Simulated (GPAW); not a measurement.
The system is ZrB2.

```
Zr B
1.0
     3.17000    0.00000    0.00000
    -1.58500    2.74530    0.00000
     0.00000    0.00000    3.53300
Zr B
1 2
Cartesian
  0.0000 0.0000 0.0000
  1.5850 0.9151 1.7665
  0.0000 1.8302 1.7665
```

Program: GPAW 26.7.0. Alike in all runs: cell as given. Hardware: 1 thread of Arm Neoverse V1, with other jobs on the host.

Question: Order these runs on this cell by their wall time, lowest first.
A. task band structure; level r2SCAN; potentials or basis GPAW PAW data sets (gpaw-data 1.2.1), pw; spin SOC, no magnetisation; k mesh 7 × 7 × 6; cutoff (eV) 800; smearing fermi-dirac 0.05 eV; band path GMKGALHA,LM,KH; band points 80; spin axis theta (degrees) 0; spin axis phi (degrees) 0; mesh quality not flagged
B. task band structure; level GLLB-SC; potentials or basis the program's PAW data sets (release 1.2.1) made for this functional, pw; spin off; k mesh 7 × 7 × 5; cutoff (eV) 800; smearing fermi-dirac 0.05 eV; band path GMKGALHA,LM,KH; band points 60; mesh quality not flagged
C. task electron localisation function; level PBE; potentials or basis GPAW PAW data sets (gpaw-data 1.2.1), pw; spin off; k mesh 5 × 5 × 4; cutoff (eV) 680; smearing fermi-dirac 0.01 eV; mesh quality coarse

Answer: C (8.5 s), B (51 s), A (170 s).

Caveats: some runs use coarse meshes; spin-orbit coupling was added after a scalar SCF, so levels and gaps hold it while energy, forces, pressure and moments don't (some runs); a model potential gives levels but no total energy (some runs).

Not every run made on this cell is shown here.
